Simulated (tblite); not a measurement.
Piperidine, C5H11N.
SMILES with atom numbers: `[CH2:1]1[CH2:2][CH2:3][NH:4][CH2:5][CH2:6]1` (hydrogens: H7, H8 on C1; H9, H10 on C2; H11, H12 on C3; H13 on N4; H14, H15 on C5; H16, H17 on C6)

Computed with GFN2-xTB (tblite), gas phase: Langevin dynamics at 400 K from the optimised GFN2-xTB geometry, time step 0.5 fs, friction 0.01 fs⁻¹, 2000 steps. The instantaneous temperature is 2·E(kin)/(3Nk) with all 3N coordinates.

| t (fs) | T (K) | E(pot) above start (eV) | C1–C2 (Å) | C2–C3 (Å) | C3–N4 (Å) | N4–C5 (Å) | C5–C6 (Å) | C1–H7 (Å) |
| --- | --- | --- | --- | --- | --- | --- | --- | --- |
| 0 | 345 | 0.000 | 1.528 | 1.534 | 1.451 | 1.452 | 1.534 | 1.093 |
| 25 | 248 | 0.443 | 1.519 | 1.579 | 1.468 | 1.477 | 1.555 | 1.104 |
| 50 | 281 | 0.412 | 1.541 | 1.542 | 1.470 | 1.428 | 1.522 | 1.117 |
| 75 | 394 | 0.531 | 1.555 | 1.524 | 1.439 | 1.416 | 1.550 | 1.103 |
| 100 | 298 | 0.646 | 1.543 | 1.559 | 1.474 | 1.457 | 1.522 | 1.051 |
| 125 | 360 | 0.574 | 1.506 | 1.554 | 1.446 | 1.434 | 1.513 | 1.062 |
| 150 | 309 | 0.504 | 1.540 | 1.572 | 1.418 | 1.457 | 1.505 | 1.140 |
| 175 | 314 | 0.605 | 1.544 | 1.525 | 1.471 | 1.507 | 1.493 | 1.138 |
| 200 | 415 | 0.542 | 1.572 | 1.533 | 1.454 | 1.439 | 1.570 | 1.092 |
| 225 | 274 | 0.832 | 1.549 | 1.538 | 1.421 | 1.450 | 1.625 | 1.058 |
| 250 | 314 | 0.702 | 1.568 | 1.551 | 1.463 | 1.486 | 1.532 | 1.104 |
| 275 | 313 | 0.677 | 1.558 | 1.543 | 1.470 | 1.487 | 1.509 | 1.097 |
| 300 | 315 | 0.843 | 1.483 | 1.512 | 1.421 | 1.472 | 1.519 | 1.144 |
| 325 | 357 | 0.639 | 1.529 | 1.531 | 1.478 | 1.516 | 1.581 | 1.117 |
| 350 | 384 | 0.517 | 1.552 | 1.564 | 1.507 | 1.481 | 1.566 | 1.105 |
| 375 | 325 | 0.761 | 1.515 | 1.511 | 1.458 | 1.411 | 1.612 | 1.081 |
| 400 | 316 | 0.797 | 1.541 | 1.472 | 1.512 | 1.443 | 1.600 | 1.132 |
| 425 | 372 | 1.017 | 1.477 | 1.530 | 1.501 | 1.440 | 1.594 | 1.116 |
| 450 | 457 | 0.650 | 1.457 | 1.545 | 1.454 | 1.446 | 1.537 | 1.058 |
| 475 | 381 | 1.050 | 1.501 | 1.592 | 1.484 | 1.493 | 1.586 | 1.051 |
| 500 | 496 | 0.784 | 1.480 | 1.537 | 1.428 | 1.460 | 1.542 | 1.065 |
| 525 | 447 | 0.757 | 1.528 | 1.517 | 1.462 | 1.432 | 1.526 | 1.139 |
| 550 | 510 | 1.000 | 1.612 | 1.531 | 1.505 | 1.471 | 1.568 | 1.139 |
| 575 | 628 | 0.877 | 1.485 | 1.557 | 1.467 | 1.479 | 1.514 | 1.136 |
| 600 | 482 | 0.898 | 1.498 | 1.607 | 1.444 | 1.450 | 1.521 | 1.067 |
| 625 | 432 | 0.902 | 1.596 | 1.553 | 1.394 | 1.462 | 1.556 | 1.069 |
| 650 | 508 | 0.708 | 1.519 | 1.523 | 1.472 | 1.463 | 1.541 | 1.124 |
| 675 | 449 | 0.862 | 1.521 | 1.579 | 1.483 | 1.429 | 1.549 | 1.147 |
| 700 | 472 | 0.468 | 1.561 | 1.562 | 1.458 | 1.448 | 1.565 | 1.096 |
| 725 | 420 | 0.580 | 1.510 | 1.514 | 1.475 | 1.440 | 1.507 | 1.062 |
| 750 | 312 | 0.873 | 1.460 | 1.546 | 1.475 | 1.423 | 1.503 | 1.095 |
| 775 | 342 | 0.568 | 1.517 | 1.555 | 1.495 | 1.476 | 1.529 | 1.148 |
| 800 | 295 | 0.738 | 1.488 | 1.504 | 1.424 | 1.435 | 1.496 | 1.148 |
| 825 | 412 | 0.658 | 1.610 | 1.522 | 1.487 | 1.452 | 1.577 | 1.098 |
| 850 | 304 | 0.926 | 1.619 | 1.487 | 1.499 | 1.470 | 1.566 | 1.082 |
| 875 | 368 | 0.645 | 1.507 | 1.523 | 1.445 | 1.480 | 1.512 | 1.081 |
| 900 | 318 | 0.853 | 1.512 | 1.621 | 1.407 | 1.509 | 1.522 | 1.063 |
| 925 | 365 | 0.564 | 1.475 | 1.572 | 1.411 | 1.471 | 1.525 | 1.091 |
| 950 | 391 | 0.541 | 1.566 | 1.526 | 1.404 | 1.435 | 1.538 | 1.146 |
| 975 | 389 | 0.737 | 1.572 | 1.503 | 1.501 | 1.490 | 1.588 | 1.152 |
| 1000 | 291 | 0.848 | 1.550 | 1.487 | 1.484 | 1.429 | 1.574 | 1.104 |

Question: From 500 fs on, how do temperature and potential energy compare with equipartition?

Answer: The mean temperature of these 21 frames is 411 K against the target 400 K, and the mean potential energy 0.75 eV against 45 × kT/2 = 0.78 eV for 45 classical harmonic modes. For 17 atoms in a canonical ensemble the temperature itself scatters by T·√(2/(3N)) = 79 K; here its standard deviation is 85 K. The whole run lasts only 10 friction times of 100 fs, so these averages carry a wide statistical error.

Question: What are the kinetic and total energies of the listed frame with the highest potential energy?

Answer: The one at 475 fs, 1.050 eV above the start. Its kinetic energy is 3NkT/2 = 0.837 eV at 381 K, so the sum is 1.89 eV; over the listed frames the sum runs from 0.76 to 2.26 eV, since the thermostat adds and removes energy.

Question: How much do the listed bonds fluctuate from 500 fs on?

Answer: 
```csv
bond,at the start (Å),mean (Å),standard deviation (Å)
C1–C2,1.528,1.533,0.047
C2–C3,1.534,1.539,0.035
C3–N4,1.451,1.458,0.034
N4–C5,1.452,1.457,0.022
C5–C6,1.534,1.539,0.026
C1–H7,1.093,1.107,0.033
```

The motion is classical and holds no zero-point motion.

The cost below is that of the whole dynamics run. Hardware: Intel Xeon Platinum 8488C, one thread, on a shared host. Cost: 7.9 s, 0.18 GiB resident at most.
